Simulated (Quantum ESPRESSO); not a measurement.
PbS:

```
CELL_PARAMETERS angstrom
3.65366 0.00000 0.00000
0.00000 3.65366 0.00000
0.00000 0.00000 3.65366
ATOMIC_POSITIONS crystal
Pb 0.00000 0.00000 0.00000
S 0.50000 0.50000 0.50000
```

Measurements of this composition are mostly on another form, of space group No. 225.

- Program: Quantum ESPRESSO 7.5
- Task: phonons
- Functional: PBE
- Potentials or basis: SG15 PBE 1.2
- Cutoff: 762 eV
- Density cutoff: 3048 eV
- k mesh: 7 × 7 × 7
- Occupations: cold, width 0.2 eV
- Spin: no spin polarisation
- Mixing beta: 0.5
- Most SCF iterations: 120
- SCF threshold: 4e-10 Ry

The first run showed a gap, so the response started from a second, tighter run with fixed occupations.

Problem. Where do the zone-centre optical modes lie?

Solution. T1u at 109i cm⁻¹ (IR). Imaginary frequencies mark an instability of this cell.

Optical modes at Γ, degenerate ones joined:
| cm⁻¹ | components | symmetry | active in | IR intensity, summed ((D/Å)²/amu) |
| --- | --- | --- | --- | --- |
| 109i | 3 | T1u | IR | 59.32 |

Zone-centre frequencies without and with the macroscopic field along z (cm⁻¹):
```csv
,optical modes in rising order
without,109i 109i 109i
with the field,109i 109i 200
```

Born effective charge tensors (e):
atom 1, Pb
```
4.90 0.00 0.00
0.00 4.90 0.00
0.00 0.00 4.90
```
atom 2, S
```
-4.86  0.00  0.00
 0.00 -4.86  0.00
 0.00  0.00 -4.86
```

Caveat: the mesh is thin for the dielectric tensor, Born charges and intensities, which usually come out too large; some modes are imaginary; the gap is small at this level, which inflates the dielectric constant; on a mesh that holds Γ this program's dielectric tensor can be off by some percent beyond the error of the mesh.
